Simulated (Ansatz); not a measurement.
# AlGa3N4: the cost of one run

Method: DFT r2SCAN, scalar-relativistic, plane waves, PAW, in Ansatz 0.2.0.

1 further run of the same task is left out (set aside as unsound or not needed). Runs told in other sessions of the task aren't counted.

### Step 1. The structure to begin with

It takes space group Pm (No. 6, monoclinic). The conventional cell has a = 5.139 Å, b = 3.163 Å, c = 5.477 Å, α = 90.00°, β = 90.04°, γ = 90.00°. Al (site symmetry m) is surrounded by 4 N at 1.89 to 1.90 Å. Ga (site symmetry m) is surrounded by 4 N at 1.94 to 1.95 Å. Ga (site symmetry m) has 4 N at 1.94 to 1.96 Å in its first shell of neighbours. Ga (site symmetry m) is surrounded by 4 N at 1.95 to 1.96 Å. N (site symmetry m) is surrounded by 1 Al at 1.89 Å and 3 Ga at 1.95 Å. Around N (site symmetry m) lie 2 Al at 1.90 Å and 2 Ga at 1.96 Å. N (site symmetry m) has 4 Ga at 1.94 to 1.95 Å in its first shell of neighbours. N (site symmetry m) is surrounded by 1 Al at 1.90 Å and 3 Ga at 1.94 Å.

As a file:

```cif
data_structure
_symmetry_space_group_name_H-M 'P 1'
_symmetry_Int_Tables_number 1
_cell_length_a 5.1389
_cell_length_b 3.1634
_cell_length_c 5.4770
_cell_angle_alpha 90.000
_cell_angle_beta 90.038
_cell_angle_gamma 90.000
_cell_volume 89.04
loop_
_atom_site_label
_atom_site_type_symbol
_atom_site_fract_x
_atom_site_fract_y
_atom_site_fract_z
_atom_site_occupancy
Al1 Al 0.00058 0.50000 0.66730 1
Ga1 Ga 0.49917 0.50000 0.33506 1
Ga2 Ga 0.49925 0.00000 0.83146 1
Ga3 Ga 0.99986 0.00000 0.16619 1
N1 N 0.11941 0.50000 0.34060 1
N2 N 0.11733 0.00000 0.82593 1
N3 N 0.62024 0.00000 0.16619 1
N4 N 0.63175 0.50000 0.66727 1
```

It goes back to an entry of the Materials Project, which need not be the stable form.

It is the result of an earlier relaxation at this level (volume 11.13 Å³/atom; gap on the mesh: 2.89 eV).

### Step 2. Zero of energy

The reference gives a free energy of -13457.6176 eV, pressure 0.00 GPa, largest force 0.002 eV/Å and gap on the mesh 2.89 eV. It was computed beforehand with the settings of the runs below.

### Step 3. Next: a strain scan

The cell is strained by ε times the Voigt pattern (0, 0, 1, 0, 0, 0) (xx, yy, zz, yz, xz, xy; engineering shear), with fractional coordinates fixed (clamped ions). The stress on the pattern is the sum of the stress components weighted by it, tension positive.

### Step 4. ε = -0.1500

Input file input.yaml:

```yaml
crystal:
  lattice:
    - [5.1389202027, 0.0, 1.4609e-05]
    - [0.0, 3.1634143065, 0.0]
    - [-0.0036943801, 0.0, 4.6554453917]
  atoms:
    - { symbol: Al, position: [0.0005828856, 0.5, 0.6672982355] }
    - { symbol: Ga, position: [0.4991712867, 0.5, 0.335060699] }
    - { symbol: Ga, position: [0.4992511921, 0.0, 0.8314570702] }
    - { symbol: Ga, position: [0.9998609978, 0.0, 0.166191385] }
    - { symbol: "N", position: [0.1194130437, 0.5, 0.3406010341] }
    - { symbol: "N", position: [0.117331043, 0.0, 0.8259310374] }
    - { symbol: "N", position: [0.6202395493, 0.0, 0.1661937142] }
    - { symbol: "N", position: [0.6317500118, 0.5, 0.6672678245] }
basis:
  ecutwfc: 500
kpoints:
  mp_grid: { grid: [6, 8, 4] }
hamiltonian:
  xc: r2scan
scf:
  occupations: { method: gaussian, width: 0.05 }
output:
  forces: true
  stress: true
  eigenvalues: true
```

Run with:

```bash
$ ansatz run input.yaml --threads 2 --pin off --max-ram 5120MiB --backend cpu --events-out ev --progress --plain --runs-dir out
```

What time and memory should one allow on 2 threads of Oxide Virtual Turin-like (Zen 5), shared host?

About 19 s, with a peak of 0.61 GiB.
